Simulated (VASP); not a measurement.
Wanted: the native input for a VASP 6.6.1 run.

| Quantity | Value |
| --- | --- |
| Task | band structure |
| Functional | revTPSS |
| Potentials or basis | VASP PAW PBE potentials, release 64 (Mg, O) |
| Cutoff | 520 eV |
| k mesh | 6 × 6 × 6 |
| Occupations | fermi-dirac, width 0.05 eV |
| Spin | no spin polarisation |
| Further INCAR settings | ALGO = Normal; EDIFF = 1e-06 |

The structure of MgO2 lies in POSCAR:

```
MgO2
1.0
    4.8286124700      0.0000000000      0.0000000000
    0.0000000000      4.8286124700      0.0000000000
    0.0000000000      0.0000000000      4.8286124700
Mg O
4 8
Direct
    0.0000000000      0.0000000000      0.0000000000
    0.5000000000      0.0000000000      0.5000000000
    0.5000000000      0.5000000000      0.0000000000
    0.0000000000      0.5000000000      0.5000000000
    0.5894244400      0.9105755600      0.0894244400
    0.9105755600      0.0894244400      0.5894244400
    0.0894244400      0.5894244400      0.9105755600
    0.4105755600      0.4105755600      0.4105755600
    0.5894244400      0.5894244400      0.5894244400
    0.9105755600      0.4105755600      0.0894244400
    0.0894244400      0.9105755600      0.4105755600
    0.4105755600      0.0894244400      0.9105755600
```

The cell is a database's computed one.

The input as run:

INCAR

```
PREC = Accurate ; ENCUT = 520
EDIFF = 1E-6 ; ISMEAR = -1
SIGMA = 0.05 ; LREAL = False
LASPH = True ; NELM = 60
ALGO = Normal ; ISIF = 2
LWAVE = False ; LCHARG = False
METAGGA = RTPSS ; LMIXTAU = True
```

KPOINTS

```
Automatic mesh
0
Gamma
  6 6 6
```

KPOINTS_OPT

```
path GXMGRX,MR
20
line-mode
reciprocal
 0.0000000000  0.0000000000  0.0000000000  G
 0.0000000000  0.5000000000  0.0000000000  X

 0.0000000000  0.5000000000  0.0000000000  X
 0.5000000000  0.5000000000  0.0000000000  M

 0.5000000000  0.5000000000  0.0000000000  M
 0.0000000000  0.0000000000  0.0000000000  G

 0.0000000000  0.0000000000  0.0000000000  G
 0.5000000000  0.5000000000  0.5000000000  R

 0.5000000000  0.5000000000  0.5000000000  R
 0.0000000000  0.5000000000  0.0000000000  X

 0.5000000000  0.5000000000  0.0000000000  M
 0.5000000000  0.5000000000  0.5000000000  R
```

Potentials or basis: VASP PAW PBE potentials, release 64 (Mg, O).

Run with:

```sh
$ cat potpaw_PBE.64/Mg/POTCAR potpaw_PBE.64/O/POTCAR > POTCAR
$ mpirun -np 1 vasp_std > vasp.out
```

It gave:

```
Pressure                : 3.2 GPa
Largest force           : 0.373 eV/Å
Band gap on the k mesh  : 4.28 eV, indirect (least direct gap 4.41 eV)
Band gap along the path : 4.26 eV, indirect (least direct gap 4.39 eV)
```

Caveat: the PAW data sets were made with another functional, which shifts forces and pressure a little.

Run time: 11 min on 1 thread of Intel(R) Xeon(R) Platinum 8488C (Sapphire Rapids) (shared host), peak memory 0.28 GiB.
